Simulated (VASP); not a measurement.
# Pd (P6_3/mmc) in VASP: further runs

One crystal, Pd, is run at these levels: PBE; tasks: single point.

All numbers are computed with VASP 6.6.1; they aren't measurements. Logs are shortened: lines on timing, memory, paths and dates and some standing lists are left out, and cuts for length are marked.

## (1) The crystal as given

It takes space group P6_3/mmc (No. 194, hexagonal). Conventional cell: a = 2.784 Å, b = 2.784 Å, c = 4.629 Å, α = 90.00°, β = 90.00°, γ = 120.00°. Around Pd (site symmetry -6m2) lie 12 Pd at 2.78 to 2.82 Å.

This isn't the form of Pd at room conditions, which is fcc.

## (2) Single point, PBE

INCAR reads:

```
SYSTEM = Pd
PREC = Accurate ; ENCUT = 300
EDIFF = 1E-6 ; ISMEAR = -1
SIGMA = 0.2 ; LREAL = .FALSE.
LASPH = .TRUE. ; NELM = 100
ALGO = Normal ; ISIF = 2
LWAVE = .FALSE. ; LCHARG = .FALSE.
GGA = PE ; ADDGRID = .FALSE.
```

KPOINTS reads:

```
Automatic mesh
0
G
  3 3 2
  0 0 0
```

POSCAR reads:

```
Pd
1.0
    2.7836650458      0.0000000000      0.0000000000
   -1.3918325229      2.4107246453      0.0000000000
    0.0000000000      0.0000000000      4.6288930000
Pd
2
Direct
    0.3333333333      0.6666666667      0.2500000000
    0.6666666667      0.3333333333      0.7500000000
```

Potentials or basis: VASP PAW PBE potentials, release 64 (Pd).

Command:

```
cat potpaw_PBE.64/Pd/POTCAR > POTCAR
mpirun -np 1 vasp_std > vasp.out
```

OUTCAR:

```text
SYSTEM = Pd
   PREC = Accurate
   ENCUT = 300
   EDIFF = 1E-6
   ISMEAR = -1
   LREAL = .FALSE.
   LASPH = .TRUE.
   NELM = 100
   ISIF = 2
   GGA = PE

 Found      6 irreducible k-points:

 Following reciprocal coordinates:
            Coordinates               Weight
  0.000000  0.000000  0.000000      1.000000
  0.333333  0.000000  0.000000      6.000000
  0.333333  0.333333  0.000000      2.000000
  0.000000  0.000000  0.500000      1.000000
  0.333333  0.000000  0.500000      6.000000
  0.333333  0.333333  0.500000      2.000000
   k-points           NKPTS =      6   k-points in BZ     NKDIM =      6   number of bands    NBANDS=     14
   number of dos      NEDOS =    301   number of ions     NIONS =      2
   total plane-waves  NPLWV =   7168
   dimension x,y,z NGX =    16 NGY =   16 NGZ =   28
   dimension x,y,z NGXF=    32 NGYF=   32 NGZF=   56
   ions per type =               2
   NGX,Y,Z   is equivalent  to a cutoff of   9.56,  9.56, 10.06 a.u.
   NGXF,Y,Z  is equivalent  to a cutoff of  19.11, 19.11, 20.11 a.u.
 SYSTEM =  Pd
   PREC   = accura    normal or accurate (medium, high low for compatibility)
   ISTART =      0    job   : 0-new  1-cont  2-samecut
   ICHARG =      2    charge: 1-file 2-atom 10-const
   ISPIN  =      1    spin polarized calculation?
   LNONCOLLINEAR =      F non collinear calculations
   LSORBIT =      F    spin-orbit coupling
   LASPH  =      T    aspherical Exc in radial PAW
   ENCUT  =  300.0 eV  22.05 Ry    4.70 a.u.   3.93  3.93  6.54*2*pi/ulx,y,z
   NELM   =    100;   NELMIN=  2; NELMDL= -5     # of ELM steps
   EDIFF  = 0.1E-05   stopping-criterion for ELM
   LREAL  =      F    real-space projection
   EDIFFG = 0.1E-04   stopping-criterion for IOM
   NSW    =      0    number of steps for IOM
   IBRION =     -1    ionic relax: 0-MD 1-quasi-New 2-CG
   NFREE  =      0    steps in history (QN), initial steepest desc. (CG)
   ISIF   =      2    stress and relaxation
   ISYM   =      2    0-nonsym 1-usesym 2-fastsym
   POTIM  = 0.5000    time-step for ionic-motion
   TEBEG  =    0.0;   TEEND  =   0.0 temperature during run
   PSTRESS=    0.0 pullay stress
   NELECT =      20.0000    total number of electrons
   NUPDOWN=      -1.0000    fix difference up-down
   EMIN   =  10.00;   EMAX   =-10.00  energy-range for DOS
   EFERMI =   0.00;   METHOD = LEGACY
   ISMEAR =    -1;   SIGMA  =   0.20  broadening in eV -4-tet -1-fermi 0-gaus
   EFERMI_NEDOS =   21; number of points for ismear=-14 and -15
   IALGO  =     38    algorithm
   IMIX   =      4    mixing-type and parameters
     AMIX     =   0.40;   BMIX     =  1.00
     AMIX_MAG =   1.60;   BMIX_MAG =  1.00
  volume/ion in A,a.u.               =      15.53       104.81
  Fermi-wavevector in a.u.,A,eV,Ry     =   1.413636  2.671385 27.189429  1.998367
  Thomas-Fermi vector in A             =   2.535261
   LORBIT       =      0    0 simple, 1 ext, 2 COOP (PROOUT), +10 PAW based schemes
   GGA     = PE    functional components
   LHFCALC =     F    Hartree Fock is set to
   AEXX    =    0.0000 exact exchange contribution
   IVDW    =     0    specifies the selected vdW correction
   LEPSILON=     F    determine dielectric tensor
   LRPA    =     F    only Hartree local field effects (RPA)
 non-spin polarized calculation
  energy-cutoff  :      300.00
  volume of cell :       31.06
 maximum number of plane-waves:       373
 NGX is ok and might be reduce to    16
   NGX =  7   NGY =  7   NGZ = 13

 number of electron      20.0000003 magnetization

 Free energy of the ion-electron system (eV)
  ---------------------------------------------------
  ext. energy  EPLUGINS =         0.00000000
  ---------------------------------------------------
  free energy    TOTEN  =       -10.05276469 eV

  energy without entropy =       -9.54373632  energy(sigma->0) =       -9.79825051

 E-fermi :   8.9289     XC(G=0): -12.8667

 val. band max:        8.8848636537   @ k =   0.3333   0.0000   0.0000
 cond. band min:       9.8290801516   @ k =   0.3333   0.0000   0.5000
 fundamental gap:      0.9442164979
 Fermi energy:         8.9289054993

 k-point     1 :       0.0000    0.0000    0.0000
  band No.  band energies     occupation
      1       2.1871      2.00000
      2       4.0404      2.00000
      3       6.1751      2.00000
      4       6.5591      1.99999
      5       6.5591      1.99999
      6       6.8911      1.99992
      7       6.8911      1.99992
      8       7.3249      1.99934
      9       7.3249      1.99934
     10       8.6587      1.58858
     11       8.6587      1.58858
     12       9.8381      0.02100
     13      15.5732      0.00000
     14      26.0861      0.00000

 k-point     2 :       0.3333    0.0000    0.0000
  band No.  band energies     occupation
      1       4.3578      2.00000
      2       4.6109      2.00000
      3       5.0612      2.00000
      4       6.4296      1.99999
      5       6.5505      1.99999
      6       6.5901      1.99998
      7       6.7973      1.99995
      8       8.3718      1.88379
      9       8.5488      1.73987
     10       8.5538      1.73419
     11       8.8849      1.10966
     12      15.9963      0.00000
     13      16.1621      0.00000
     14      18.5779      0.00000
[... 37 lines left out ...]
      1       4.4624      2.00000
      2       4.4624      2.00000
      3       5.3677      2.00000
      4       5.3677      2.00000
      5       7.4391      1.99884
      6       7.4391      1.99884
      7       7.5638      1.99783
      8       7.5638      1.99783
      9       8.6407      1.61717
     10       8.6407      1.61717
     11       9.8291      0.02195
     12       9.8291      0.02195
     13      20.3911      0.00000
     14      20.3911      0.00000

 k-point     6 :       0.3333    0.3333    0.5000
  band No.  band energies     occupation
      1       5.0981      2.00000
      2       5.0981      2.00000
      3       5.6002      2.00000
      4       5.6002      2.00000
      5       6.4815      1.99999
      6       6.4815      1.99999
      7       7.3381      1.99930
      8       7.3381      1.99930
      9       8.7149      1.48929
     10       8.7149      1.48929
     11      15.7382      0.00000
     12      15.7382      0.00000
     13      17.4909      0.00000
     14      17.4909      0.00000

------------------------ aborting loop because EDIFF is reached ----------------------------------------

  FORCE on cell =-STRESS in cart. coord.  units (eV):
  Direction    XX          YY          ZZ          XY          YZ          ZX
  --------------------------------------------------------------------------------------
  -------------------------------------------------------------------------------------
  Total        2.6439467      2.6439467     -2.9638886      0.0000000     -0.0000000      0.0000000
  in kB      136.3708541    136.3708541   -152.8729813      0.0000000     -0.0000000      0.0000000
  external PRESSURE =      39.9562423 kB  Pullay stress =       0.0000000 kB

 VOLUME and BASIS-vectors are now :
 -----------------------------------------------------------------------------
  energy-cutoff  :      300.00
  volume of cell :       31.06
      direct lattice vectors                 reciprocal lattice vectors
     2.783665046  0.000000000  0.000000000     0.359238624  0.207406516  0.000000000
    -1.391832523  2.410724645  0.000000000     0.000000000  0.414813032  0.000000000
     0.000000000  0.000000000  4.628893000     0.000000000  0.000000000  0.216034374

 POSITION                                       TOTAL-FORCE (eV/Angst)
 -----------------------------------------------------------------------------------
     -0.00000      1.60715      1.15722        -0.000000      0.000000      0.000000
      1.39183      0.80357      3.47167         0.000000     -0.000000      0.000000
 -----------------------------------------------------------------------------------
    total drift:                               -0.000000      0.000000     -0.000000

  FREE ENERGIE OF THE ION-ELECTRON SYSTEM (eV)
  ---------------------------------------------------
  free  energy   TOTEN  =       -10.0527646916 eV

  energy  without entropy=       -9.5437363197  energy(sigma->0) =       -9.79825051
```

Wall time 1.8 s (1 thread of AMD EPYC 9R45 (Zen 5), shared host); peak memory 0.08 GiB.

The run converged, but some of its settings lie outside the range that counts as converged, so its numbers aren't taken as properties of the crystal.

What came out:

```yaml
Free_energy: -10.0528 eV
Pressure: 4.0 GPa
Band_gap_on_the_k_mesh: none (metal or under the smearing width)
```

Caveat: the k mesh is coarse (spacing up to 0.87 Å⁻¹), so the values aren't converged; the cutoff is under 1.25 times the usual one of these potentials, so pressure, stress and relaxed cells hold a basis-set (Pulay) error.

## (3) Single point, PBE

INCAR is that of step 2.

KPOINTS is that of step 2.

POSCAR reads:

```
Pd
1.0
    2.7836650458      0.0000000000      0.0000000000
   -1.3918325229      2.4107246453      0.0000000000
    0.0000000000      0.0000000000      4.6288930000
Pd
2
Direct
    0.3690330000      0.6707680000      0.2457130000
    0.7034100000      0.3270270000      0.7475630000
```

Potentials or basis: VASP PAW PBE potentials, release 64 (Pd).

Command:

```
cat potpaw_PBE.64/Pd/POTCAR > POTCAR
mpirun -np 1 vasp_std > vasp.out
```

It took 2 s on 1 thread of AMD EPYC 9R45 (Zen 5), shared host; peak memory 0.08 GiB.

The run converged, but some of its settings lie outside the range that counts as converged, so its numbers aren't taken as properties of the crystal.

What came out:

```yaml
Free_energy: -10.0521 eV
Pressure: 4.0 GPa
Largest_force: 0.062 eV/Å
Band_gap_on_the_k_mesh: none (metal or under the smearing width)
```

Caveat: the k mesh is coarse (spacing up to 0.87 Å⁻¹), so the values aren't converged; the cutoff is under 1.25 times the usual one of these potentials, so pressure, stress and relaxed cells hold a basis-set (Pulay) error.

## (4) Single point, PBE

INCAR: that of step 3 with these lines changed.

```diff
@@ -1,3 +1,3 @@
 SYSTEM = Pd
-PREC = Accurate ; ENCUT = 300
+PREC = Accurate ; ENCUT = 350
 EDIFF = 1E-6 ; ISMEAR = -1
```

KPOINTS is that of step 3.

POSCAR reads:

```
Pd
1.0
    2.7836650458      0.0000000000      0.0000000000
   -1.3918325229      2.4107246453      0.0000000000
    0.0000000000      0.0000000000      4.6288930000
Pd
2
Direct
    0.3333333333      0.6666666667      0.2500000000
    0.6666666667      0.3333333333      0.7500000000
```

Command:

```
cat potpaw_PBE.64/Pd/POTCAR > POTCAR
mpirun -np 1 vasp_std > vasp.out
```

Wall time 2 s (1 thread of AMD EPYC 9R45 (Zen 5), shared host); peak memory 0.09 GiB.

These settings aren't checked as converged: the numbers below hold their error.

What came out:

```
Free energy            : -10.0410 eV
Pressure               : 3.2 GPa
Band gap on the k mesh : none (metal or under the smearing width)
```

Caveat: the k mesh is coarse (spacing up to 0.87 Å⁻¹), so the values aren't converged.

## (5) For comparison

An earlier run on the cell as given: functional PBEsol; potentials or basis VASP PAW PBE potentials, release 64 (Pd); cutoff 520 eV; k mesh 11 × 11 × 6; occupations fermi-dirac, width 0.05 eV; no spin polarisation.

* Pressure: -10.6 GPa
* Band gap on the k mesh: none (metal or under the smearing width)
